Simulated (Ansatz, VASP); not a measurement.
**Two plane-wave programs on C**

INCAR

```
SYSTEM = C
ALGO = Normal ; EDIFF = 1E-7
ENCUT = 520 ; GGA = CA
ISIF = 2 ; ISMEAR = 0
LASPH = .TRUE. ; LCHARG = .FALSE.
LREAL = .FALSE. ; LWAVE = .FALSE.
NBANDS = 11 ; NELM = 60
PREC = Accurate ; SIGMA = 0.05
```

KPOINTS

```
k-points
0
G
  12 12 12
  0 0 0
```

File POSCAR:

```
C
1.0
    0.0000000000      1.8474369740      1.7348691297
    1.7150042160      0.0000000000      1.7348691297
    1.7150042160      1.8474369740      0.0000000000
C
2
Direct
    0.5000000000      0.5000000000      0.5000000000
    0.7500000000      0.7500000000      0.7500000000
```

Input for Ansatz:

```yaml
crystal:
  lattice:
    - [0.0, 1.847436974, 1.7348691297]
    - [1.715004216, 0.0, 1.7348691297]
    - [1.715004216, 1.847436974, 0.0]
  atoms:
    - { symbol: C, position: [0.5, 0.5, 0.5] }
    - { symbol: C, position: [0.75, 0.75, 0.75] }
basis:
  ecutwfc: 520.0
kpoints:
  mp_grid: { grid: [12, 12, 12] }
hamiltonian:
  xc: lda
  pseudopotentials: { kind: paw, azcp: { folder: soft_1 } }
scf:
  occupations: { method: gaussian, width: 0.05 }
output:
  forces: true
  stress: true
  eigenvalues: true
```

Change from the starting cell: strain +e along x and -e along y -0.0375, strain +e along z and -e/2 along x and y -0.0175.

Alike in both runs: task single point; functional LDA; k mesh 12 × 12 × 12; occupations gaussian, width 0.05 eV; no spin polarisation.

```csv
,VASP,Ansatz
version,VASP 6.6.1,Ansatz 0.2.0
potentials or method,"VASP PAW LDA potentials, release 64 (C)","scalar-relativistic, plane waves, PAW"
plane-wave cutoff (eV),520,520
valence electrons in the cell,8,8
```

|  | VASP | Ansatz | Ansatz less VASP |
| --- | --- | --- | --- |
| gap on the k mesh at the Fermi level (eV) | 3.11 | 3.12 | +0.008 |
| least direct gap on the mesh (eV) | 4.87 | 4.87 | -0.002 |
| pressure (GPa) | 2.6 | 0.9 | -1.70 |
| largest component of the traceless stress (GPa) | 46.70 | 46.77 | +0.071 |

Ansatz warned: «pseudo_functional_mismatch».
